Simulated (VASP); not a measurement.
Wanted: the native input for a VASP 6.6.1 run.

```yaml
Task: single point
Functional: PBEsol
Potentials_or_basis: VASP PAW PBE potentials, release 64 (Cs_sv)
Cutoff: 520 eV
k_mesh: 9 × 9 × 6
Occupations: gaussian, width 0.1 eV
Spin: no spin polarisation
Dipole_correction: no
Further_INCAR_settings: ALGO = Fast; EDIFF = 1e-07; NBANDS = 16
```

The structure of Cs lies in POSCAR:

```
Cs
1.0
    5.8029297241      0.0000000000      0.0000000000
   -2.9014648621      5.0254845576      0.0000000000
    0.0000000000      0.0000000000      9.5131797162
Cs
2
Direct
    0.3333333300      0.6666666700      0.2500000000
    0.6666666700      0.3333333300      0.7500000000
```

This isn't the form of Cs at room conditions, which is bcc.

The cell isn't the ideal one: strained and moved within the space group.

One way to write it, as run:

INCAR

```
SYSTEM = Cs
PREC = Accurate
ENCUT = 520
EDIFF = 1E-7
ISMEAR = 0
SIGMA = 0.1
LREAL = .FALSE.
LASPH = .TRUE.
NELM = 100
ALGO = Fast
ISIF = 2
LWAVE = .FALSE.
LCHARG = .FALSE.
GGA = PS
NBANDS = 16
```

KPOINTS

```
Automatic mesh
0
G
  9 9 6
  0 0 0
```

Potentials or basis: VASP PAW PBE potentials, release 64 (Cs_sv).

Run with:

```console
$ cat potpaw_PBE.64/Cs_sv/POTCAR > POTCAR
$ mpirun -np 1 vasp_std > vasp.out
```

It gave:

```json
{"Pressure": "-0.3 GPa", "Band gap on the k mesh": "none (metal or under the smearing width)"}
```

Caveat: the PAW data sets were made with another functional, which shifts forces and pressure a little.

Wall time 120 s on 1 thread of Intel(R) Xeon(R) 6975P-C (Granite Rapids), on a shared host, peak memory 0.5 GiB.
